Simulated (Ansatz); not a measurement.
**What a trial cell of ZrSi2 relaxes into**

Method: DFT r2SCAN, scalar-relativistic, plane waves, PAW (Ansatz). Cutoff 500 eV, Γ-centred k mesh, Gaussian smearing, no spin polarisation in the final step.

The start puts ZrSi2 on the AlB2 structure type (P6/mmm, No. 191), with Zr in place of Al, Si in place of B, at a guessed volume.

```yaml
crystal:
  lattice:
    - [3.73168, 0.00000, 0.00000]
    - [-1.86584, 3.23173, 0.00000]
    - [0.00000, 0.00000, 4.02922]
  atoms:
    - { symbol: Zr, position: [0.00000, 0.00000, 0.00000] }
    - { symbol: Si, position: [0.33333, 0.66667, 0.50000] }
    - { symbol: Si, position: [0.66667, 0.33333, 0.50000] }
```

Cell and atoms relax at zero pressure; the relaxation can't lower the symmetry of the start. After a coarse first stage the cell is made exact in the group found at 0.06 Å.

Energies over the elements count from the elements' standard structures at the same level, with no empirical corrections.

Q: Describe the relaxed structure.

A: It keeps P6/mmm (No. 191). The result still has the AlB2 structure. Conventional cell: a = 4.000 Å, c = 3.586 Å. Zr is coordinated by 12 Si at 2.92 Å; Si has 3 Si at 2.31 Å.

```xyz
3
Lattice="4.0002 0.0000 0.0000 -2.0001 3.4643 0.0000 0.0000 0.0000 3.5862" Properties=species:S:1:pos:R:3 pbc="T T T"
Zr    0.0000    0.0000    0.0000
Si    0.0000    2.3095    1.7931
Si    2.0001    1.1548    1.7931
```

Q: What are its volume, energy, density and gap?

A: The volume per atom is 16.57 Å³, the density is 4.92 g/cm³ and the energy over the elements is -0.30 eV/atom. The gap on the 12×12×14 mesh is 0 eV (a metal).

The final run used a 12×12×14 mesh on its 3-atom cell and 0.10 eV smearing. For metals, differences of a few meV/atom aren't resolved. A structure relaxed within its symmetry needn't be a true minimum. The steps took of the order of 90 core-seconds in all.

Cost: 4 runs of about 1.4 core-minutes in all, on Arm Neoverse V1 (shared hosts).